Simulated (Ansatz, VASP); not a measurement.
Two plane-wave programs on CdS

Contents of INCAR:

```
ALGO     = Fast           # electronic algorithm
EDIFF    = 1E-6           # SCF threshold, eV
EDIFFG   = -0.02          # ionic threshold
ENCUT    = 600            # plane-wave cutoff, eV
GGA      = PE             # functional
IBRION   = 2              # ionic algorithm
ISIF     = 3              # what is computed and relaxed
ISMEAR   = 0              # smearing method
LASPH    = True           # aspherical terms in the spheres
LCHARG   = False          # write CHGCAR
LREAL    = False          # projectors in reciprocal space
LWAVE    = False          # write WAVECAR
NELM     = 100            # most SCF steps
NSW      = 70             # ionic steps
PREC     = Accurate       # precision mode
SIGMA    = 0.02           # smearing width, eV
```

The input KPOINTS:

```
k-points
0
Gamma
  8 8 8
```

POSCAR

```
CdS
1.0
    0.0000000000      2.9601810180      2.9601810180
    2.9601810180      0.0000000000      2.9601810180
    2.9601810180      2.9601810180      0.0000000000
Cd S
1 1
Direct
    0.0000000000      0.0000000000      0.0000000000
    0.7500000000      0.7500000000      0.7500000000
```

Input for Ansatz:

```yaml
crystal:
  lattice:
    - [0.0, 2.960181018, 2.960181018]
    - [2.960181018, 0.0, 2.960181018]
    - [2.960181018, 2.960181018, 0.0]
  atoms:
    - { symbol: Cd, position: [0.0, 0.0, 0.0] }
    - { symbol: S, position: [0.75, 0.75, 0.75] }
basis:
  ecutwfc: 420
kpoints:
  mp_grid: { grid: [8, 8, 8] }
hamiltonian:
  xc: pbe
scf:
  occupations: { method: gaussian, width: 0.02 }
output:
  forces: true
  stress: true
  eigenvalues: true
relax:
  adjacent_minimum: "off"
  f_tol: 0.02
  max_steps: 50
  cell: { stress_tol: 0.1 }
```

Alike in both runs: task relaxation of cell and atoms; functional PBE; k mesh 8 × 8 × 8; occupations gaussian, width 0.02 eV; no spin polarisation.

```csv
,VASP,Ansatz
version,VASP 6.6.1,Ansatz 0.2.0
potentials or method,"VASP PAW PBE potentials, release 64 (Cd, S)","scalar-relativistic, plane waves, PAW"
plane-wave cutoff (eV),600,420
valence electrons in the cell,18,26
```

Ansatz gave:

* gap on the k mesh at the Fermi level, each at its own relaxed structure (eV): 1.04
* relaxed volume (Å³/atom): 26.02
* relaxed cell length with the largest relative difference (Å): 4.191

Q: Which values does VASP return?

A: gap on the k mesh at the Fermi level, each at its own relaxed structure (eV): 1.03; relaxed volume (Å³/atom): 26.14; relaxed cell length with the largest relative difference (Å): 4.197.

The two sets of potentials don't hold the same shells in valence.

A hybrid or GW would open this gap; PBE tends to underestimate it. Zero-point motion and thermal expansion aren't in these numbers. PBE usually gives volumes a little too large and moduli too small.
